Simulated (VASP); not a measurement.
# Br: equation of state with PBE

Br:

```
Br
1.0
    -1.42349    1.42349    3.57752
     1.42349   -1.42349    3.57752
     1.42349    1.42349   -3.57752
Br
1
Direct
  0.00000 0.00000 0.00000
```

```yaml
Program: VASP 6.6.1
Task: equation of state
Functional: PBE
Potentials_or_basis: VASP PAW PBE potentials, release 64 (Br)
Cutoff: 520 eV
k_mesh: 13 × 13 × 13
Occupations: fermi-dirac, width 0.05 eV
Spin: no spin polarisation
Further_INCAR_settings: ALGO = Normal; EDIFF = 1e-07; NBANDS = 10
```

```yaml
Equilibrium_volume: 30.18 Å³/atom
Bulk_modulus_at_fixed_shape_and_positions: 32 GPa
Pressure_derivative_of_the_bulk_modulus: 5.1
```

Energy against volume, from the lowest point:
| volume (Å³/atom) | energy (meV/atom) |
| --- | --- |
| 27.257 | 34.71 |
| 27.837 | 21.36 |
| 28.417 | 11.59 |
| 28.997 | 5.00 |
| 29.577 | 1.24 |
| 30.157 | 0.00 |
| 30.737 | 0.99 |

All runs of the series together: 5.8 min on 1 thread of Intel(R) Xeon(R) Platinum 8488C (Sapphire Rapids) (shared host).

Caveat: the cell was scaled at fixed shape and fractional positions, which overstates the stiffness of a crystal with free parameters, most of all of layers and chains.
